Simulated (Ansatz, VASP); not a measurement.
## Two plane-wave programs on N

INCAR

```
SYSTEM = N
PREC = Accurate
ENCUT = 520
EDIFF = 1E-6
ISMEAR = 0
SIGMA = 0.05
LREAL = .False.
LASPH = .True.
NELM = 60
ALGO = Normal
ISIF = 2
LWAVE = .False.
LCHARG = .False.
GGA = PS
NBANDS = 18
```

The input KPOINTS:

```
Automatic mesh
0
Gamma
  6 6 4
  0 0 0
```

Contents of POSCAR:

```
N
1.0
    4.1672328106      0.0000000000      0.0000000000
   -2.0836164053      3.6089294775      0.0000000000
    0.0000000000      0.0000000000      7.0060035100
N
4
Direct
    0.3333333333      0.6666666667      0.3289300400
    0.3333333333      0.6666666667      0.1710699600
    0.6666666667      0.3333333333      0.8289300400
    0.6666666667      0.3333333333      0.6710699600
```

Input for Ansatz:

```yaml
crystal:
  lattice:
    - [4.1672328106, 0.0, 0.0]
    - [-2.0836164053, 3.6089294775, 0.0]
    - [0.0, 0.0, 7.00600351]
  atoms:
    - { symbol: "N", position: [0.3333333333, 0.6666666667, 0.32893004] }
    - { symbol: "N", position: [0.3333333333, 0.6666666667, 0.17106996] }
    - { symbol: "N", position: [0.6666666667, 0.3333333333, 0.82893004] }
    - { symbol: "N", position: [0.6666666667, 0.3333333333, 0.67106996] }
basis:
  ecutwfc: 420
kpoints:
  mp_grid: { grid: [6, 6, 4] }
hamiltonian:
  xc: pbesol
scf:
  occupations: { method: gaussian, width: 0.05 }
output:
  forces: true
  stress: true
  eigenvalues: true
```

Alike in both runs: task single point; functional PBEsol; k mesh 6 × 6 × 4; occupations gaussian, width 0.05 eV; no spin polarisation.

```csv
,VASP,Ansatz
version,VASP 6.6.1,Ansatz 0.2.0
potentials or method,"VASP PAW PBE potentials, release 64 (N)","scalar-relativistic, plane waves, PAW"
plane-wave cutoff (eV),520,420
valence electrons in the cell,20,20
```

|  | VASP | Ansatz | Ansatz less VASP |
| --- | --- | --- | --- |
| gap on the k mesh at the Fermi level (eV) | 6.97 | 7.02 | +0.048 |
| least direct gap on the mesh (eV) | 7.29 | 7.33 | +0.045 |
| pressure (GPa) | 1.0 | -0.7 | -1.74 |
| largest component of the traceless stress (GPa) | 1.97 | 1.84 | -0.123 |
| rms of the force components (eV/Å) | 0.515 | 0.482 | -0.0333 |

Atom by atom the forces differ by 0.998 eV/Å (rms over components).

Caveats: the standard files for N, O and F lose accuracy on very short bonds; the PAW data sets were made with another functional, which shifts forces and pressure a little (VASP). A k mesh can miss the band edges. A hybrid or GW would open this gap; PBEsol tends to underestimate it.
